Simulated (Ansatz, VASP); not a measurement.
# One calculation of AlN, two programs

File INCAR:

```
PREC = Accurate
ENCUT = 520
EDIFF = 1E-6
ISMEAR = 0
SIGMA = 0.05
LREAL = False
LASPH = True
NELM = 80
ALGO = Normal
ISIF = 2
LWAVE = False
LCHARG = True
GGA = PE
LELF = True
LVHAR = True
NBANDS = 16
```

The input KPOINTS:

```
regular mesh
0
Gamma
  9 9 6
```

Contents of POSCAR:

```
AlN
1.0
    3.2721000000      0.0000000000      0.0000000000
   -1.6360500000      2.8337217237      0.0000000000
    0.0000000000      0.0000000000      4.0620000000
Al N
2 2
Direct
    0.3333333333      0.6666666667      0.7500000000
    0.6666666667      0.3333333333      0.2500000000
    0.3333333333      0.6666666667      0.2500000000
    0.6666666667      0.3333333333      0.7500000000
```

Input for Ansatz:

```yaml
crystal:
  lattice:
    - [3.2721, 0.0, 0.0]
    - [-1.63605, 2.8337217237, 0.0]
    - [0.0, 0.0, 4.062]
  atoms:
    - { symbol: Al, position: [0.3333333333, 0.6666666667, 0.75] }
    - { symbol: Al, position: [0.6666666667, 0.3333333333, 0.25] }
    - { symbol: "N", position: [0.3333333333, 0.6666666667, 0.25] }
    - { symbol: "N", position: [0.6666666667, 0.3333333333, 0.75] }
basis:
  ecutwfc: 520.0
kpoints:
  mp_grid: { grid: [9, 9, 6] }
hamiltonian:
  xc: pbe
  pseudopotentials: { kind: paw, azcp: { folder: soft_1 } }
scf:
  occupations: { method: gaussian, width: 0.05 }
output:
  forces: true
  stress: true
  eigenvalues: true
```

Alike in both runs: task single point; functional PBE; k mesh 9 × 9 × 6; occupations gaussian, width 0.05 eV; no spin polarisation.

|  | VASP | Ansatz |
| --- | --- | --- |
| version | VASP 6.6.1 | Ansatz 0.2.0 |
| potentials or method | VASP PAW PBE potentials, release 64 (Al, N) | scalar-relativistic, plane waves, PAW |
| plane-wave cutoff (eV) | 520 | 520 |
| valence electrons in the cell | 16 | 16 |

VASP gave:

| Property | Result |
| --- | --- |
| gap on the k mesh at the Fermi level (eV) | 3.72 |
| least direct gap on the mesh (eV) | 3.72 |
| pressure (GPa) | 12.2 |
| largest component of the traceless stress (GPa) | 1.49 |

What did Ansatz give for the same quantities?

gap on the k mesh at the Fermi level (eV): 3.71; least direct gap on the mesh (eV): 3.71; pressure (GPa): 12.4; largest component of the traceless stress (GPa): 1.35.

Caveats: an odd mesh through Γ misses points on the zone boundary, where band edges often lie.
